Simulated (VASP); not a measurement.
# PbO, equation of state: which settings are enough?

PbO, P4/nmm (no. 129), 4 atoms in the cell. PBEsol; PAW potentials Pb_d, O (PBE set). VASP 6.6.1.

Wanted: equilibrium volume within 0.05 %; bulk modulus within 0.4 %.

What the run is for: equation of state; Accuracy asked: tight.

The series start from Plane-wave cutoff (eV): 520; k-point mesh: 6 × 6 × 5; Volumes: 5 from 0.92 to 1.08; Precision mode (PREC): Accurate; Electronic threshold (eV): 1e-6; Aspherical gradient terms in the spheres (LASPH): yes; Start of each volume: each volume from scratch. Each series keeps the choices made before it, and each single choice may use up half of a tolerance. Times cover all steps of a run.

## Plane-wave cutoff (eV)

| Plane-wave cutoff (eV) | Equilibrium volume (Å³/atom) | Bulk modulus (GPa) | Time (s) |
|---|---|---|---|
| 320 | 19.8 | 82.72 | 55 |
| 400 | 19.77 | 84.94 | 80 |
| 460 | 19.77 | 83.89 | 97 |
| 520 | 19.78 | 83.86 | 109 |
| 600 | 19.77 | 83.95 | 132 |
| 700 | 19.77 | 83.99 | 157 |
| 840 (reference) | 19.77 | 83.99 | 210 |

Chosen: 700, the loosest value from which every tighter one stays within half of the tolerance.

## k-point mesh

| k-point mesh | Equilibrium volume (Å³/atom) | Bulk modulus (GPa) | Time (s) |
|---|---|---|---|
| 2 × 2 × 2 | 19.69 | 84.3 | 49 |
| 3 × 3 × 2 | 19.76 | 83.96 | 54 |
| 3 × 3 × 3 | 19.75 | 83.81 | 75 |
| 4 × 4 × 3 | 19.77 | 84 | 69 |
| 5 × 5 × 4 | 19.77 | 84.03 | 64 |
| 6 × 6 × 5 | 19.77 | 83.99 | 157 |
| 7 × 7 × 6 | 19.77 | 84 | 117 |
| 9 × 9 × 7 (reference) | 19.77 | 83.99 | 155 |

Chosen: 4 × 4 × 3.

## Volumes

| Volumes | Equilibrium volume (Å³/atom) | Bulk modulus (GPa) | Time (s) |
|---|---|---|---|
| 5 from 0.88 to 1.12 | 19.77 | 84 | 47 |
| 5 from 0.92 to 1.08 | 19.77 | 84 | 69 |
| 7 from 0.91 to 1.09 (reference) | 19.77 | 83.99 | 70 |

Chosen: 5 from 0.88 to 1.12.

## Precision mode (PREC)

| Precision mode (PREC) | Equilibrium volume (Å³/atom) | Bulk modulus (GPa) | Time (s) |
|---|---|---|---|
| SingleN | 19.77 | 84.42 | 31 |
| Normal | 19.77 | 84.02 | 42 |
| Accurate (reference) | 19.77 | 84 | 47 |

Chosen: Normal.

## Electronic threshold (eV)

| Electronic threshold (eV) | Equilibrium volume (Å³/atom) | Bulk modulus (GPa) | Time (s) |
|---|---|---|---|
| 0.001 | 19.77 | 84.03 | 31 |
| 0.0001 | 19.77 | 84.01 | 31 |
| 1e-5 | 19.77 | 84.02 | 32 |
| 1e-6 | 19.77 | 84.02 | 42 |
| 1e-7 (reference) | 19.77 | 84.02 | 34 |

Chosen: 0.001.

## Aspherical gradient terms in the spheres (LASPH)

| Aspherical gradient terms in the spheres (LASPH) | Equilibrium volume (Å³/atom) | Bulk modulus (GPa) | Time (s) |
|---|---|---|---|
| no | 19.78 | 84.02 | 21 |
| yes (reference) | 19.77 | 84.03 | 31 |

Chosen: no.

## Start of each volume

| Start of each volume | Equilibrium volume (Å³/atom) | Bulk modulus (GPa) | Time (s) |
|---|---|---|---|
| each volume from scratch | 19.78 | 84.02 | 21 |
| orbitals of the volume before (WAVECAR) | 19.78 | 84.03 | 18 |

Chosen: orbitals of the volume before (WAVECAR); it saves 3.2 s of 21, so each volume from scratch would do nearly as well.

## All choices together

| Input | Equilibrium volume (Å³/atom) | Bulk modulus (GPa) | Time (s) |
|---|---|---|---|
| the program's defaults (naive) | 19.73 | 86.56 | 17 |
| chosen settings | 19.78 | 84.03 | 18 |
| reference settings throughout | 19.77 | 83.97 | 380 |

The tolerance is met.

## The input

INCAR:
```
SYSTEM = PbO
GGA = PS
ISMEAR = 0
SIGMA = 0.03
LWAVE = .True.
LCHARG = .False.
ISIF = 2
NSW = 0
PREC = Normal
LASPH = .False.
LREAL = .False.
ALGO = Normal
EDIFF = 0.001
NELM = 120
GGA_COMPAT = .False.
ENCUT = 700
EFERMI = MIDGAP
KPAR = 4
```

KPOINTS:
```
Automatic mesh
0
Gamma
  4 4 3
  0 0 0
```

POSCAR.step1:
```
PbO
1.0
    3.8235530459      0.0000000000      0.0000000000
    0.0000000000      3.8235530459      0.0000000000
    0.0000000000      0.0000000000      4.8010026968
Pb O
2 2
Direct
    0.5000000000      0.0000000000      0.7600000000
    0.0000000000      0.5000000000      0.2400000000
    0.5000000000      0.5000000000      0.0000000000
    0.0000000000      0.0000000000      0.0000000000
```

POSCAR.step2:
```
PbO
1.0
    3.9085485738      0.0000000000      0.0000000000
    0.0000000000      3.9085485738      0.0000000000
    0.0000000000      0.0000000000      4.9077264047
Pb O
2 2
Direct
    0.5000000000      0.0000000000      0.7600000000
    0.0000000000      0.5000000000      0.2400000000
    0.5000000000      0.5000000000      0.0000000000
    0.0000000000      0.0000000000      0.0000000000
```

POSCAR.step3:
```
PbO
1.0
    3.9900000000      0.0000000000      0.0000000000
    0.0000000000      3.9900000000      0.0000000000
    0.0000000000      0.0000000000      5.0100000000
Pb O
2 2
Direct
    0.5000000000      0.0000000000      0.7600000000
    0.0000000000      0.5000000000      0.2400000000
    0.5000000000      0.5000000000      0.0000000000
    0.0000000000      0.0000000000      0.0000000000
```

POSCAR.step4:
```
PbO
1.0
    4.0682551615      0.0000000000      0.0000000000
    0.0000000000      4.0682551615      0.0000000000
    0.0000000000      0.0000000000      5.1082602403
Pb O
2 2
Direct
    0.5000000000      0.0000000000      0.7600000000
    0.0000000000      0.5000000000      0.2400000000
    0.5000000000      0.5000000000      0.0000000000
    0.0000000000      0.0000000000      0.0000000000
```

POSCAR.step5:
```
PbO
1.0
    4.1436102933      0.0000000000      0.0000000000
    0.0000000000      4.1436102933      0.0000000000
    0.0000000000      0.0000000000      5.2028790901
Pb O
2 2
Direct
    0.5000000000      0.0000000000      0.7600000000
    0.0000000000      0.5000000000      0.2400000000
    0.5000000000      0.5000000000      0.0000000000
    0.0000000000      0.0000000000      0.0000000000
```

Commands (each step's output is kept before the next begins):
```
cat potpaw_PBE.64/Pb_d/POTCAR potpaw_PBE.64/O/POTCAR > POTCAR
cp POSCAR.step1 POSCAR
mpirun -np 4 vasp_std > vasp.out
cp POSCAR.step2 POSCAR
mpirun -np 4 vasp_std > vasp.out
cp POSCAR.step3 POSCAR
mpirun -np 4 vasp_std > vasp.out
cp POSCAR.step4 POSCAR
mpirun -np 4 vasp_std > vasp.out
cp POSCAR.step5 POSCAR
mpirun -np 4 vasp_std > vasp.out
```

Limits: Every volume keeps the cell's shape and the atoms' fractional positions, so the modulus is that of a clamped cell, stiffer than the relaxed one, above all in layered crystals.

The chosen input took VASP 6.6.1 18 s on 4 cores (Intel Xeon Platinum 8375C @ 2.90GHz (Ice Lake)), a shared host.

## An input that fails: cutoff far too low

It runs to its end, but against the unchanged starting input it is off by 0.79 % in the equilibrium volume, 2.2 % in the bulk modulus.

Changes against the starting input:
```
(all steps)
- PREC = Accurate
- NELM = 120
- ENCUT = 520
+ PREC = Low
+ NELM = 54
+ ENCUT = 240
```
